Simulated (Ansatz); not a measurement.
Theory: Ansatz 0.2.0, DFT PBE, scalar-relativistic, plane waves, PAW. Several structures of MgGe3N were relaxed, and the powder pattern of one of them was computed from 10° to 70° in 2θ (λ = 1.5406 Å; lines under 1 % are left out).

Cu Kα1 powder pattern (kinematic, no thermal factors).
2θ (°) (relative intensity): 13.47 (1), 18.57 (1), 18.67 (63), 21.41 (26), 24.51 (56), 26.00 (12), 27.13 (11), 28.42 (14), 30.80 (18), 32.14 (77), 32.39 (18), 35.22 (63), 35.23 (100), 36.48 (50), 37.27 (42), 37.32 (18), 37.65 (28), 37.87 (2), 38.25 (39), 38.41 (28), 40.21 (18), 40.27 (41), 41.19 (28), 41.99 (11), 42.74 (33), 43.62 (25), 43.96 (25), 46.38 (13), 47.97 (3), 48.91 (2), 49.57 (3), 50.23 (6), 50.67 (56), 52.55 (4), 52.59 (3), 53.22 (11), 53.47 (10), 55.81 (5), 56.50 (12), 56.78 (5), 57.14 (4), 57.62 (10), 58.06 (6), 58.81 (5), 59.16 (20), 59.62 (17), 61.01 (13), 61.24 (12), 61.81 (10), 62.23 (4), 64.15 (19), 64.18 (1), 64.97 (12), 65.37 (4), 65.44 (2), 66.14 (19), 67.23 (3), 67.74 (2), 67.81 (18), 68.25 (13), 68.58 (3), 68.75 (4), 68.76 (2), 69.04 (1), 69.29 (15), 69.75 (1)

Question: Which structure gives it?
A.

Space group P3m1 (No. 156). a = 3.578 Å, b = 3.578 Å, c = 8.429 Å, α = 90.00°, β = 90.00°, γ = 120.00°
```
atom  site  symmetry       x       y       z
  Mg    1a       3m. 0.0000  0.0000  0.0266
  Ge    1b       3m. 0.3333  0.6667  0.3085
  Ge    1c       3m. 0.6667  0.3333  0.5103
  Ge    1a       3m. 0.0000  0.0000  0.6927
   N    1b       3m. 0.3333  0.6667  0.0929
```

B.

Space group R3m:H (No. 160). a = 6.939 Å, b = 6.939 Å, c = 6.440 Å, α = 90.00°, β = 90.00°, γ = 120.00°
```tsv
atom	site	symmetry	x	y	z
Mg	3a	3m	0.0000	0.0000	0.9238
Ge	9b	.m	0.3108	0.1554	0.5301
N	3a	3m	0.0000	0.0000	0.6109
```

C.

Space group C2/m (No. 12). a = 9.882 Å, b = 5.524 Å, c = 6.836 Å, α = 90.00°, β = 106.06°, γ = 90.00°
```tsv
atom	site	symmetry	x	y	z
Mg	4i	m	0.7575	0.5000	0.6197
Ge	4h	2	0.0000	0.7396	0.5000
Ge	4i	m	0.6187	0.5000	0.1856
Ge	4i	m	0.8876	0.5000	0.1103
N	4g	2	0.0000	0.2473	0.0000
```

Answer: C. Its strongest line, at 2θ = 35.23°, has d = λ/(2 sin θ) = 2.546 Å and is the (1 1 2) reflection of the conventional C2/m cell with a = 9.882 Å, b = 5.524 Å, c = 6.836 Å, β = 106.1°. The others have their strongest lines at 30.7° (A); 32.9° (B).

The cells needn't be stable.
